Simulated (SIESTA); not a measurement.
Runs of SIESTA 5.4.2 on MnO2. It takes space group P-3m1 (No. 164, trigonal). The conventional cell has a = 2.857 Å, b = 2.857 Å, c = 4.601 Å, α = 90.00°, β = 90.00°, γ = 120.00°. Mn (site symmetry -3m) is surrounded by 6 O at 1.90 Å. O (site symmetry 3m) is surrounded by 3 Mn at 1.90 Å. Measurements of this composition are mostly on another form, of space group No. 136.

| task | level | potentials or basis | k mesh | gap on the mesh (eV) | pressure (GPa) | moment (μB) | V0 of scaled cells (Å³/atom) | B0 (GPa) | largest force (eV/Å) |
| --- | --- | --- | --- | --- | --- | --- | --- | --- | --- |
| band structure | PBEsol | PseudoDojo 0.4 standard (PBEsol files), TZDP (energy shift 0.003 Ry; two zetas on semicore shells) | 11 × 11 × 6 | (a) | 0.7 | 3.00 | - | - | (d) |
| band structure | PBEsol | PseudoDojo 0.4 standard (PBEsol files), DZP (energy shift 0.003 Ry; two zetas on semicore shells) | 11 × 11 × 6 | 0.69 | 0.5 | 3.00 | - | - | 0.25 |
| band structure | PBEsol | PseudoDojo 0.4 standard (PBEsol files), SZP (energy shift 0.003 Ry) | 11 × 11 × 6 | 0.39 | (b) | 3.00 | - | - | 0.29 |
| band structure | PBEsol | PseudoDojo 0.4 standard (PBEsol files), TZP (energy shift 0.003 Ry; two zetas on semicore shells) | 11 × 11 × 6 | 0.71 | -0.3 | 3.00 | - | - | 0.08 |
| band structure | PBEsol | PseudoDojo 0.4 standard (PBEsol files), DZ (energy shift 0.003 Ry; two zetas on semicore shells) | 11 × 11 × 6 | 0.45 | 2.6 | 3.00 | - | - | 0.01 |
| equation of state | LDA | PseudoDojo 0.4 standard (LDA files), DZP (energy shift 0.003 Ry; two zetas on semicore shells) | 8 × 8 × 4 | - | - | - | 10.54 | 223 | - |
| band structure | PBEsol | PseudoDojo 0.4 standard (PBEsol files), SZ (energy shift 0.003 Ry) | 11 × 11 × 6 | none | 0.5 | (c) | - | - | 0.50 |
| equation of state | PBEsol | PseudoDojo 0.4 standard (PBEsol files), DZP (energy shift 0.003 Ry; two zetas on semicore shells) | 8 × 8 × 4 | - | - | - | 10.87 | 204 | - |

Alike in all rows: spin collinear, ferromagnetic start; cell as given; smearing fermi-dirac 0.05 eV; grid cutoff 800 Ry; energy shift 0.003 Ry.

Task: Estimate the missing entries.

Result: (a) 0.72; (b) 0.1; (c) 2.96; (d) 0.17.

Caveats: short orbitals over semicore shells can move pressures by several GPa; the basis of atomic orbitals isn't converged, which shifts pressures, moduli and gaps; a cell with one magnetic atom can't hold antiferromagnetic order, which such compounds often take (some runs); the basis has no polarisation orbitals (some runs); the cell was scaled at fixed shape and fractional positions, which overstates the stiffness of a crystal with free parameters, most of all of layers and chains (some runs); semilocal functionals often make such compounds metallic where correlation or magnetic order opens a gap, which also shifts bond lengths (some runs).

A gap of «none» marks a metal or a gap under the smearing width.
